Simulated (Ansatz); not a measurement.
## Cu in Ansatz: the effect of functional

Cu:

```
Cu
1.0
     1.24236   -4.05437    0.00000
     1.24236    4.05437    0.00000
     0.00000    0.00000    2.52405
Cu
2
Direct
  0.86613 0.13387 0.75000
  0.13387 0.86613 0.25000
```

This isn't the form of Cu at room conditions, which is fcc.

The cell isn't the ideal one: volume scaled by 1.06.

Alike in all runs:

- Program: Ansatz 0.2.0
- Task: single point
- Potentials or basis: Ansatz PAW
- k mesh: 11 × 11 × 11
- Occupations: fermi-dirac, width 0.05 eV
- Spin: no spin polarisation

```csv
functional,cutoff,pressure (GPa),largest force (eV/Å)
LDA,420 eV (not typed: the program's choice for these potentials),-14.2,0.11
PBEsol,420 eV (not typed: the program's choice for these potentials),?,?
r2SCAN,500 eV (not typed: the program's choice for these potentials),-7.2,0.06
```

Task: What does the run with functional PBEsol give?

Result: Pressure -8.8 GPa; largest force 0.07 eV/Å.

Caveats: the PAW data sets come from PBE, with cores solved anew for the run's functional, which leaves a small shift of forces and pressure.
